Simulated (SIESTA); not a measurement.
MgO:

```
CELL_PARAMETERS angstrom
0.00000 2.09700 2.09700
2.09700 0.00000 2.09700
2.09700 2.09700 0.00000
ATOMIC_POSITIONS crystal
Mg 0.00000 0.00000 0.00000
O 0.50000 0.50000 0.50000
```

The cell is a database's computed one.

Base run:

```yaml
Program: SIESTA 5.4.2
Functional: PBE
Potentials_or_basis: PseudoDojo 0.4 standard (PBE files)
Basis: DZP (energy shift 0.002 Ry)
Grid_cutoff: 800 Ry
Energy_shift: 0.002 Ry
k_mesh: 11 × 11 × 11
Occupations: fermi-dirac, width 0.05 eV
Spin: no spin polarisation
```

Its results: band gap on the k mesh 4.74 eV, direct; pressure 9.4 GPa.

Problem. The run is repeated on the same cell with these changes: basis from DZP (energy shift 0.002 Ry) to DZP (energy shift 0.01 Ry); energy shift from 0.002 Ry to 0.01 Ry. What comes out?

Solution. Band gap on the k mesh 4.75 eV, direct; pressure 6.7 GPa.

Caveats: semicore shells carry a single zeta, which can move pressures by several GPa and volumes by a few percent; the basis of atomic orbitals isn't converged, which shifts pressures, moduli and gaps; an odd mesh through Γ misses points on the zone boundary, where band edges often lie (some runs).

Not every run made on this cell is shown here.
